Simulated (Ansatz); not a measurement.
AlNi (Pm-3m), tetragonal deformation path

Level of theory: Ansatz, DFT PBE, scalar-relativistic, plane waves, PAW. The runs took a 420 eV cutoff, a Γ-centred 18×18×18 mesh and Gaussian smearing (0.15 eV). No spin polarisation. A magnetic state may lie lower. Energies are free energies at this smearing, counted from the undisturbed cell; pressure is positive in compression.

The starting cell (as given, not relaxed at this level; it stands at 2.1 GPa, and it needn't be the usual structure):

```
Al Ni
1.0
     2.88100    0.00000    0.00000
     0.00000    2.88100    0.00000
     0.00000    0.00000    2.88100
Al Ni
1 1
Direct
  0.00000 0.00000 0.00000
  0.50000 0.50000 0.50000
```

At fixed volume and fractional coordinates, lengths along (0.000, 0.000, 1.000) are scaled against those across it; ρ is that ratio over its starting value. The cell is metallic on the mesh throughout.

```csv
ρ,ΔE (meV/atom)
0.707,522.6
0.780,207.3
0.850,70.2
0.920,15.5
1.000,0.0
1.100,13.2
1.200,42.7
1.300,82.7
1.414,145.1
```

(1) Predict the pressure (GPa) at each point.

## Answers

(1)
| ρ | pressure (GPa) |
| --- | --- |
| 0.707 | 17.2 |
| 0.780 | 8.3 |
| 0.850 | 4.2 |
| 0.920 | 2.5 |
| 1.000 | 2.1 |
| 1.100 | 2.5 |
| 1.200 | 3.2 |
| 1.300 | 3.9 |
| 1.414 | 4.8 |